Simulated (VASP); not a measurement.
# Sn2Ge (P4/mmm) in VASP: a series of runs

Runs on Sn2Ge. Level: PBE. Tasks: relaxation of cell and atoms.

Program: VASP 6.6.1. These are calculated values, not measurements. Logs are shortened: lines on timing, memory, paths and dates and some standing lists are left out, and cuts for length are marked.

## Step 1: The crystal as given

The structure is tetragonal, space group P4/mmm (No. 123). Conventional cell: a = 4.691 Å, b = 4.691 Å, c = 4.102 Å, α = 90.00°, β = 90.00°, γ = 90.00°. Around Sn (site symmetry 4/mmm) lie 2 Ge at 2.05 Å. Sn (site symmetry 4/mmm) is surrounded by 4 Sn at 3.32 Å. Ge (site symmetry 4/mmm) has 2 Sn at 2.05 Å as nearest neighbours.

The cell was built by a generator and needn't be a form met in nature.

## Step 2: Relaxation of cell and atoms, PBE

File INCAR:

```
SYSTEM = Sn2Ge
  ALGO = Fast
  EDIFF = 1E-4
  EDIFFG = -0.08
  ENCUT = 520
  GGA = PE
  IBRION = 2
  ISIF = 3
  ISMEAR = 0
  LASPH = .TRUE.
  LCHARG = .FALSE.
  LREAL = .FALSE.
  LWAVE = .FALSE.
  NELM = 60
  NSW = 24
  PREC = Normal
  SIGMA = 0.15
```

File KPOINTS:

```
k-points
0
G
  5 5 5
  0 0 0
```

File POSCAR:

```
Sn2Ge
1.0
    4.6906284100      0.0000000000      0.0000000000
    0.0000000000      4.6906284100      0.0000000000
    0.0000000000      0.0000000000      4.1020342200
Sn Ge
2 1
Direct
    0.5000000000      0.5000000000      0.5000000000
    0.0000000000      0.0000000000      0.5000000000
    0.5000000000      0.5000000000      0.0000000000
```

Potentials or basis: VASP PAW PBE potentials, release 64 (Sn_d, Ge_d).

Started as:

```console
cat potpaw_PBE.64/Sn_d/POTCAR potpaw_PBE.64/Ge_d/POTCAR > POTCAR
mpirun -np 1 vasp_std > vasp.out
```

OUTCAR:

```text
SYSTEM = Sn2Ge
   EDIFF = 1E-4
   EDIFFG = -0.08
   ENCUT = 520
   GGA = PE
   IBRION = 2
   ISIF = 3
   ISMEAR = 0
   LASPH = .TRUE.
   LREAL = .FALSE.
   NELM = 60
   NSW = 24
   PREC = Normal

 ion  position               nearest neighbor table
   1  0.500  0.500  0.500-   3 2.05   3 2.05   2 3.32   2 3.32   2 3.32   2 3.32
   2  0.000  0.000  0.500-   1 3.32   1 3.32   1 3.32   1 3.32
   3  0.500  0.500  0.000-   1 2.05   1 2.05

  LATTYP: Found a simple tetragonal cell.
 ALAT       =     4.6906284100
 C/A-ratio  =     0.8745169861

  Lattice vectors:

 A1 = (   4.6906284100,   0.0000000000,   0.0000000000)
 A2 = (   0.0000000000,   4.6906284100,   0.0000000000)
 A3 = (   0.0000000000,   0.0000000000,   4.1020342200)

Analysis of symmetry for initial positions (statically):
=====================================================================
 Subroutine PRICEL returns:
 Original cell was already a primitive cell.

 Routine SETGRP: Setting up the symmetry group for a
 simple tetragonal supercell.

 Subroutine GETGRP returns: Found 16 space group operations
 (whereof 16 operations were pure point group operations)
 out of a pool of 16 trial point group operations.

The static configuration has the point symmetry D_4h.

Analysis of symmetry for dynamics (positions and initial velocities):
=====================================================================
 Subroutine PRICEL returns:
 Original cell was already a primitive cell.

 Routine SETGRP: Setting up the symmetry group for a
 simple tetragonal supercell.

 Subroutine GETGRP returns: Found 16 space group operations
 (whereof 16 operations were pure point group operations)
 out of a pool of 16 trial point group operations.

The dynamic configuration has the point symmetry D_4h.

 Subroutine INISYM returns: Found 16 space group operations
 (whereof 16 operations are pure point group operations),
 and found     1 'primitive' translations

----------------------------------------------------------------------------------------

                                     Primitive cell

  volume of cell :      90.2529

  direct lattice vectors                    reciprocal lattice vectors
     4.690628410  0.000000000  0.000000000     0.213191051  0.000000000  0.000000000
     0.000000000  4.690628410  0.000000000     0.000000000  0.213191051  0.000000000
     0.000000000  0.000000000  4.102034220     0.000000000  0.000000000  0.243781487

  length of vectors
     4.690628410  4.690628410  4.102034220     0.213191051  0.213191051  0.243781487

  position of ions in fractional coordinates (direct lattice)
     0.500000000  0.500000000  0.500000000
     0.000000000  0.000000000  0.500000000
     0.500000000  0.500000000  0.000000000

  ion indices of the primitive-cell ions
   primitive index   ion index
                 1           1
                 2           2
                 3           3

----------------------------------------------------------------------------------------

 KPOINTS: k-points

Automatic generation of k-mesh.
 Grid dimensions read from file:
 generate k-points for:    5    5    5

 Generating k-lattice:

  Cartesian coordinates                     Fractional coordinates (reciprocal lattice)
     0.042638210  0.000000000  0.000000000     0.200000000  0.000000000  0.000000000
     0.000000000  0.042638210  0.000000000     0.000000000  0.200000000  0.000000000
     0.000000000  0.000000000  0.048756297     0.000000000  0.000000000  0.200000000

  Length of vectors
     0.042638210  0.042638210  0.048756297

  Shift w.r.t. Gamma in fractional coordinates (k-lattice)
     0.000000000  0.000000000  0.000000000

 Subroutine IBZKPT returns following result:
 ===========================================

 Found     18 irreducible k-points:

 Following reciprocal coordinates:
            Coordinates               Weight
  0.000000  0.000000  0.000000      1.000000
  0.200000  0.000000  0.000000      4.000000
  0.400000  0.000000  0.000000      4.000000
  0.200000  0.200000  0.000000      4.000000
  0.400000  0.200000  0.000000      8.000000
  0.400000  0.400000  0.000000      4.000000
[... 10 lines left out ...]
  0.400000  0.200000  0.400000     16.000000
  0.400000  0.400000  0.400000      8.000000
   k-points           NKPTS =     18   k-points in BZ     NKDIM =     18   number of bands    NBANDS=     25
   number of dos      NEDOS =    301   number of ions     NIONS =      3
   total plane-waves  NPLWV =  18816
   dimension x,y,z NGX =    28 NGY =   28 NGZ =   24
   dimension x,y,z NGXF=    56 NGYF=   56 NGZF=   48
   ions per type =               2   1
   NGX,Y,Z   is equivalent  to a cutoff of   9.92,  9.92,  9.73 a.u.
   NGXF,Y,Z  is equivalent  to a cutoff of  19.85, 19.85, 19.45 a.u.
 SYSTEM =  Sn2Ge
   PREC   = normal    normal or accurate (medium, high low for compatibility)
   ISTART =      0    job   : 0-new  1-cont  2-samecut
   ICHARG =      2    charge: 1-file 2-atom 10-const
   ISPIN  =      1    spin polarized calculation?
   LNONCOLLINEAR =      F non collinear calculations
   LSORBIT =      F    spin-orbit coupling
   LASPH  =      T    aspherical Exc in radial PAW
   ENCUT  =  520.0 eV  38.22 Ry    6.18 a.u.   8.72  8.72  7.63*2*pi/ulx,y,z
   NELM   =     60;   NELMIN=  2; NELMDL= -5     # of ELM steps
   EDIFF  = 0.1E-03   stopping-criterion for ELM
   LREAL  =      F    real-space projection
   EDIFFG = -.8E-01   stopping-criterion for IOM
   NSW    =     24    number of steps for IOM
   IBRION =      2    ionic relax: 0-MD 1-quasi-New 2-CG
   NFREE  =      1    steps in history (QN), initial steepest desc. (CG)
   ISIF   =      3    stress and relaxation
   ISYM   =      2    0-nonsym 1-usesym 2-fastsym
   POTIM  = 0.5000    time-step for ionic-motion
   TEBEG  =    0.0;   TEEND  =   0.0 temperature during run
   PSTRESS=    0.0 pullay stress
   NELECT =      42.0000    total number of electrons
   NUPDOWN=      -1.0000    fix difference up-down
   EMIN   =  10.00;   EMAX   =-10.00  energy-range for DOS
   EFERMI =   0.00;   METHOD = LEGACY
   ISMEAR =     0;   SIGMA  =   0.15  broadening in eV -4-tet -1-fermi 0-gaus
   EFERMI_NEDOS =   21; number of points for ismear=-14 and -15
   IALGO  =     68    algorithm
   IMIX   =      4    mixing-type and parameters
     AMIX     =   0.40;   BMIX     =  1.00
     AMIX_MAG =   1.60;   BMIX_MAG =  1.00
  volume/ion in A,a.u.               =      30.08       203.02
  Fermi-wavevector in a.u.,A,eV,Ry     =   1.268637  2.397377 21.897769  1.609441
  Thomas-Fermi vector in A             =   2.401721
   LORBIT       =      0    0 simple, 1 ext, 2 COOP (PROOUT), +10 PAW based schemes
   GGA     = PE    functional components
   LHFCALC =     F    Hartree Fock is set to
   AEXX    =    0.0000 exact exchange contribution
   IVDW    =     0    specifies the selected vdW correction
   LEPSILON=     F    determine dielectric tensor
   LRPA    =     F    only Hartree local field effects (RPA)
 conjugate gradient relaxation of ions
 non-spin polarized calculation
 RMM-DIIS sequential band-by-band and
 Gauss-broadening in eV      SIGMA  =   0.15
  energy-cutoff  :      520.00
  volume of cell :       90.25
 maximum number of plane-waves:      2449
   NGX = 17   NGY = 17   NGZ = 15

--------------------------------------- Ionic step        1  -------------------------------------------

 number of electron      41.9999923 magnetization

 Free energy of the ion-electron system (eV)
  ---------------------------------------------------
  ext. energy  EPLUGINS =         0.00000000
  ---------------------------------------------------
  free energy    TOTEN  =        -5.74885603 eV

  energy without entropy =       -5.72325652  energy(sigma->0) =       -5.73605628

 E-fermi :   5.6156     XC(G=0):  -9.3041

 val. band max:        5.5019789455   @ k =   0.4000   0.2000   0.4000
 cond. band min:       5.6250566372   @ k =   0.2000   0.2000   0.4000
 fundamental gap:      0.1230776917
 Fermi energy:         5.6155787180

 k-point     1 :       0.0000    0.0000    0.0000
  band No.  band energies     occupation
      1     -20.8767      2.00000
      2     -20.0947      2.00000
      3     -20.0947      2.00000
      4     -19.7295      2.00000
      5     -19.7290      2.00000
      6     -16.8113      2.00000
[... 17 lines left out ...]
     24       8.0188      0.00000
     25       8.0360      0.00000
[... 718 lines left out ...]
 POSITION                                       TOTAL-FORCE (eV/Angst)
 -----------------------------------------------------------------------------------
      2.22256      2.22256      2.68149        -0.000000      0.000000      0.000000
      4.44512     -0.00000      2.68149         0.000000     -0.000000      0.000000
      2.22256      2.22256      5.36298        -0.000000      0.000000      0.000000
 -----------------------------------------------------------------------------------
    total drift:                                0.000000      0.000000      0.000000

  FREE ENERGIE OF THE ION-ELECTRON SYSTEM (eV)
  ---------------------------------------------------
  free  energy   TOTEN  =       -10.3971214790 eV

  energy  without entropy=      -10.3865154947  energy(sigma->0) =      -10.39181849

--------------------------------------- Ionic step        8  -------------------------------------------

 number of electron      41.9999804 magnetization

 Free energy of the ion-electron system (eV)
  ---------------------------------------------------
  ext. energy  EPLUGINS =         0.00000000
  ---------------------------------------------------
  free energy    TOTEN  =       -10.44040183 eV

  energy without entropy =      -10.42997354  energy(sigma->0) =      -10.43518768

 E-fermi :   4.3734     XC(G=0):  -8.9561

 val. band max:        4.3691356732   @ k =   0.0000   0.0000   0.4000
 cond. band min:       4.6016658303   @ k =   0.4000   0.4000   0.2000
 fundamental gap:      0.2325301570
 Fermi energy:         4.3733805056

 k-point     1 :       0.0000    0.0000    0.0000
  band No.  band energies     occupation
      1     -20.4472      2.00000
      2     -20.4455      2.00000
      3     -20.4253      2.00000
      4     -20.4043      2.00000
      5     -20.4043      2.00000
      6     -17.1399      2.00000
[... 17 lines left out ...]
     24       6.6879      0.00000
     25       8.3227      0.00000
[... 496 lines left out ...]
 POSITION                                       TOTAL-FORCE (eV/Angst)
 -----------------------------------------------------------------------------------
      2.15615      2.15615      2.68704         0.000000     -0.000000      0.000000
      0.00000     -0.00000      2.68704        -0.000000      0.000000      0.000000
      2.15615      2.15615      0.00000        -0.000000      0.000000      0.000000
 -----------------------------------------------------------------------------------
    total drift:                                0.000000      0.000000      0.000000

  FREE ENERGIE OF THE ION-ELECTRON SYSTEM (eV)
  ---------------------------------------------------
  free  energy   TOTEN  =       -10.4404018315 eV

  energy  without entropy=      -10.4299735367  energy(sigma->0) =      -10.43518768

 reached required accuracy - stopping structural energy minimisation
```

Wall time 2.9 min (1 thread of Intel Xeon Platinum 8259CL at 2.50GHz (Skylake/Cascade Lake), shared host); peak memory 0.18 GiB.

What came out:

* Free energy: -10.4404 eV
* Relaxed volume: 33.31 Å³/atom
* Relaxed cell: a = 4.312 Å, b = 4.312 Å, c = 5.374 Å, α = 90.00°, β = 90.00°, γ = 90.00°
* Space group after relaxing (to 0.05 Å): P4/mmm (No. 123)
* Energy gained by relaxing: 1563.8 meV/atom
* Ionic steps: 8
* Pressure after relaxing: 0.0 GPa
* Band gap on the k mesh: none (metal or under the smearing width)

The path:
```csv
step,energy change (eV),largest force (eV/Å),pressure (GPa),volume (Å³)
1,0.0000,0.0000,24.67,90.25
2,-2.4847,0.0000,-8.83,147.93
3,-4.4304,0.0000,-3.42,118.36
4,-4.4470,0.0000,-3.23,117.12
5,-4.4542,0.0000,-2.80,115.89
6,-4.4540,0.0000,-2.84,115.39
7,-4.6483,0.0000,-1.37,105.97
8,-4.6915,0.0000,0.02,99.94
```

Final structure:
```cif
data_structure
_symmetry_space_group_name_H-M 'P 1'
_symmetry_Int_Tables_number 1
_cell_length_a 4.3123
_cell_length_b 4.3123
_cell_length_c 5.3741
_cell_angle_alpha 90.000
_cell_angle_beta 90.000
_cell_angle_gamma 90.000
_cell_volume 99.94
loop_
_atom_site_label
_atom_site_type_symbol
_atom_site_fract_x
_atom_site_fract_y
_atom_site_fract_z
_atom_site_occupancy
Sn1 Sn 0.50000 0.50000 0.50000 1
Sn2 Sn 0.00000 0.00000 0.50000 1
Ge1 Ge 0.50000 0.50000 0.00000 1
```

Caveat: the relaxation stopped at a loose force limit of 0.08 eV/Å, so its end isn't a converged minimum.

(Continued in part 2 of 2.)
